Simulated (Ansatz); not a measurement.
# How far is this BeSe3 from the hull?

Theory: DFT PBE, scalar-relativistic, plane waves, PAW (Ansatz). Settings: cutoff 420 eV, Γ-centred meshes spaced at most about 0.3 Å⁻¹, and about 0.25 Å⁻¹ or finer for metals (2π included), Gaussian smearing. No spin polarisation.

Energies over the elements count from the elements' standard structures at the same level, with no fitted energy shifts.

All energies are static (0 K, no zero-point motion). Weakly bound directions are ill-defined at this level, which has no dispersion term (BeSe3 P6/mmm). The reference form of Se is held partly by dispersion forces, which this level lacks.

The competitors are the elements and 1 reference phase of this chemical system (from databases or known types: BeSe), relaxed at the same level; other known phases may be missing.

The candidate was reached from: random cell.

```
Be Se
1.0
     4.79430    0.00000    0.00000
    -2.39715    4.15198    0.00000
     0.00000    0.00000    4.27052
Be Se
1 3
Cartesian
  0.0000 0.0000 2.1353
  0.0000 2.7680 2.1353
  2.3971 1.3840 2.1353
  0.0000 0.0000 0.0000
```

Task: Into what would it decompose?

Result: Its formation energy is 0.421 eV/atom. The lowest competing mixture at this composition is this:

| phase | space group | source | share of atoms | ΔE_f (eV/atom) |
| --- | --- | --- | --- | --- |
| Se | - | element | 0.5000 | 0.000 |
| BeSe | F-43m (No. 216) | COD | 0.5000 | -0.797 |

The mixture lies at -0.399 eV/atom, and the candidate lies 0.82 eV/atom above it. The candidate matches no cell in the subsets of the Crystallography Open Database and the Materials Project at hand. A phase this far over the hull is unlikely to be made.
